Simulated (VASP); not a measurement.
Input of a VASP 6.6.1 run:

The input INCAR:

```
SYSTEM = Bi
ALGO = Normal
EDIFF = 1E-7
EDIFFG = -0.01
ENCUT = 600
GGA = PE
IBRION = 2
ISIF = 2
ISMEAR = 1
IVDW = 12
LASPH = .True.
LCHARG = .False.
LREAL = .False.
LWAVE = .False.
NELM = 80
NSW = 40
PREC = Accurate
SIGMA = 0.1
```

Contents of KPOINTS:

```
k-points
0
Gamma
  14 14 14
  0 0 0
```

The input POSCAR:

```
Bi                                      
1.0
   -1.9454411719      1.9454411719      1.9454411719
    1.9454411719     -1.9454411719      1.9454411719
    1.9454411719      1.9454411719     -1.9454411719
  Bi            
     1
Direct
     0.0000000000000000    0.0000000000000000    0.0000000000000000
```

Potentials or basis: VASP PAW PBE potentials, release 64 (Bi_d).

The run is started by

```console
$ cat potpaw_PBE.64/Bi_d/POTCAR > POTCAR
$ mpirun -np 1 vasp_std > vasp.out
```

(1) What does it give for the dispersion energy per atom?

(2) Predict the band gap on the k mesh.

Answers

(1) -0.535 eV.

(2) none (metal or under the smearing width).

Caveat: the relaxation stopped at its first step, so nothing moved; spin-orbit coupling is left out, which moves the levels of the heavy elements.
